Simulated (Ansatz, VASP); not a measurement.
BeS: VASP beside Ansatz

```xyz
2
Lattice="0.0000 2.3626 2.3626 2.3626 0.0000 2.3626 2.3626 2.3626 0.0000" Properties=species:S:1:pos:R:3 pbc="T T T"
Be    1.1813    1.1813    1.1813
S     2.3626    2.3626    2.3626
```

Alike in both runs: task single point; functional PBE; k mesh 8 × 8 × 8; occupations gaussian, width 0.02 eV; no spin polarisation.

|  | VASP | Ansatz |
| --- | --- | --- |
| version | VASP 6.6.1 | Ansatz 0.2.0 |
| potentials or method | VASP PAW PBE potentials, release 64 (Be, S) | scalar-relativistic, plane waves, PAW |
| plane-wave cutoff (eV) | 520 | 420 |
| valence electrons in the cell | 8 | 8 |

Ansatz gave:

```
gap on the k mesh at the Fermi level (eV) : 2.92
least direct gap on the mesh (eV)         : 5.60
pressure (GPa)                            : 10.5
```

Question: Which values does VASP return?

Answer: gap on the k mesh at the Fermi level (eV): 2.92; least direct gap on the mesh (eV): 5.62; pressure (GPa): 10.5.

A k mesh can miss the band edges. A hybrid or GW would open this gap; PBE tends to underestimate it.
